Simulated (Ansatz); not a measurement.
# Cu2O under pressure: fit and missing row

Cu2O, Pn-3m, a = 4.222 Å. Ansatz: PBEsol, PAW, 420 eV, Γ-centred 8×8×8 mesh on 6 atoms, Gaussian smearing 0.02 eV; no spin polarisation. Cell and atoms are relaxed at each pressure, and no other structure is tried, so the rows at high pressure may lie past a change of phase.

| V (Å³/atom) | P (GPa) |
| --- | --- |
| 9.094 | 89.95 |
| 10.023 | 49.98 |
| 10.929 | 25.03 |
| 11.621 | 12.01 |
| 12.187 | 4.07 |
| ? | 1.01 |
| 12.546 | 0.00 |
| 12.645 | -1.01 |

Problem. Take V0 = 12.546 Å³/atom, fit the third-order Birch–Murnaghan form to the other rows, and predict the missing volume.

Solution. With the Eulerian strain f = ½[(V0/V)^(2/3) − 1] and y = P/[3f(1 + 2f)^(5/2)], the form is the line y = B0 + 1.5 B0 (B0′ − 4) f. Rows (f, y): 0.11964, 146.6; 0.08073, 141.9; 0.04818, 137.6; 0.02619, 134.5; 0.00977, 132.3; -0.00261, 130.7. Means f = 0.04698, y = 137.27; Σ(Δf)² = 0.01070, ΣΔfΔy = 1.403; the slope is their ratio. y = 131.1 + 131.2 f GPa, so B0 = 131.1 GPa and B0′ = 4 + 2 × (131.2)/(3 × 131.1) = 4.67. P = 1.01 GPa is met at f = 0.00253 (y = 131.43), so V = V0 (1 + 2f)^(−3/2) = 12.451 Å³/atom. The run gave 12.452 Å³/atom, so the fit is 0.001 Å³/atom too low, within the rms miss on the fitted rows (0.002 Å³/atom).

Where the gap has closed, the smearing of 0.02 eV or less is narrow for a metal on this mesh. The mesh isn't the same in all rows (8×8×8, 10×10×10).

The fitted B0′ of 4.67 means that Cu2O stiffens somewhat faster than the second-order form allows, and y rises with strain in every fitted row. The likely reason is geometric. In ideal cuprite all atoms sit on special positions and the O–Cu–O links are straight, so hydrostatic compression must shorten the Cu–O bonds in proportion to the cell edge. The open framework cannot fold without breaking symmetry, and short-range repulsion, including that between the filled Cu d shells, grows steeply.

The cell is smaller and the bulk modulus higher than experiment gives for cuprite, which probably reflects overbinding by PBEsol; the missing thermal expansion does not help to explain the small cell, since cuprite contracts on warming from low temperature to about room temperature. The recovered volume is a good test of interpolation but a weak one of B0′: so close to V0, the pressure is set almost wholly by B0, while the curvature is fixed by the strongly compressed rows. Nor does resistance to uniform compression imply resistance to shear, to which cuprite is known to be soft.
